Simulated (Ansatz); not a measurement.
Crystal: ZrS.

```xyz
2
Lattice="0.0000 2.6250 2.6250 2.6250 0.0000 2.6250 2.6250 2.6250 0.0000" Properties=species:S:1:pos:R:3 pbc="T T T"
Zr    0.0000    0.0000    0.0000
S     2.6250    2.6250    2.6250
```

| Quantity | Value |
| --- | --- |
| Program | Ansatz 0.2.0 |
| Task | relaxation of cell and atoms |
| Functional | LDA |
| Potentials or basis | Ansatz PAW |
| Cutoff | 420 eV (not typed: the program's choice for these potentials) |
| k mesh | 9 × 9 × 9 |
| Occupations | fermi-dirac, width 0.05 eV |
| Spin | no spin polarisation |

At the start: volume 18.09 Å³/atom.

**Question.** Where does the relaxation end?

**Answer.** It ends after 6 steps and the volume is 16.91 Å³/atom (-6.5 %); space group Fm-3m (No. 225, to 0.05 Å).

Step by step:
```
step  energy change (eV)  largest force (eV/Å)  volume (Å³)
   1              0.0000                0.0000        36.18
   2             -0.0364                0.0000        32.30
   3             -0.0714                0.0000        33.99
   4             -0.0719                0.0000        33.82
   5             -0.0719                0.0000        33.81
   6             -0.0715                0.0000        33.81
```

Final structure:
```
Zr S
1.0
     0.00000    2.56648    2.56648
     2.56648    0.00000    2.56648
     2.56648    2.56648    0.00000
Zr S
1 1
Direct
  0.00000 0.00000 0.00000
  0.50000 0.50000 0.50000
```

Caveat: the plane-wave basis is chosen anew once the cell has moved, so the energies of steps on either side of that aren't comparable; the PAW data sets come from PBE, with cores solved anew for the run's functional, which leaves a small shift of forces and pressure.
